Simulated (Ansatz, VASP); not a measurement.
# Ge in VASP and in Ansatz

INCAR

```
  PREC = Accurate
  ENCUT = 520
  EDIFF = 1E-7
  ISMEAR = -1
  SIGMA = 0.05
  LREAL = F
  LASPH = T
  NELM = 150
  ALGO = Normal
  ISIF = 2
  LWAVE = F
  LCHARG = F
  ISPIN = 2
  MAGMOM = 0.5 -0.5
  LORBIT = 11
  GGA = RP
  NBANDS = 25
```

File KPOINTS:

```
regular mesh
0
Gamma
  8 8 8
```

The input POSCAR:

```
Ge
1.0
    0.0000000000      2.8289100000      2.8289100000
    2.8289100000      0.0000000000      2.8289100000
    2.8289100000      2.8289100000      0.0000000000
Ge
2
Direct
    0.7500000000      0.7500000000      0.7500000000
    0.5000000000      0.5000000000      0.5000000000
```

Contents of input.yaml:

```yaml
crystal:
  lattice:
    - [0.0, 2.82891, 2.82891]
    - [2.82891, 0.0, 2.82891]
    - [2.82891, 2.82891, 0.0]
  atoms:
    - { symbol: Ge, position: [0.75, 0.75, 0.75], spin: 0.5 }
    - { symbol: Ge, position: [0.5, 0.5, 0.5], spin: -0.5 }
kpoints:
  mp_grid: { grid: [8, 8, 8] }
scf:
  occupations: { method: fermi_dirac, width: 0.05 }
hamiltonian:
  xc: rpbe
  pseudopotentials: { kind: all_electron, lapw: { basis_error: 0.002 } }
magnetization:
  spin_polarized: true
output:
  forces: true
  stress: true
  eigenvalues: true
```

Alike in both runs: task single point; functional RPBE; k mesh 8 × 8 × 8; occupations fermi-dirac, width 0.05 eV; collinear spin.

```csv
,VASP,Ansatz
version,VASP 6.6.1,Ansatz 0.2.0
potentials or method,"VASP PAW PBE potentials, release 64 (Ge_d)","all-electron LAPW, scalar-relativistic"
plane-wave cutoff (eV),520,see its input
```

|  | VASP | Ansatz | Ansatz less VASP |
| --- | --- | --- | --- |
| gap on the k mesh at the Fermi level (eV) | 0.15 | 0.15 | -0.002 |
| least direct gap on the mesh (eV) | 0.15 | 0.15 | -0.002 |
| pressure (GPa) | 5.3 | 5.4 | +0.12 |
| net moment per atom (μB) | 0.00 | 0.00 | 0.000 |

Ansatz ran all-electron here, so the differences hold the error of VASP's frozen core and of both bases.

Caveats: the PAW data sets were made with another functional, which shifts forces and pressure a little (VASP); the starting moments weren't kept (Ansatz).
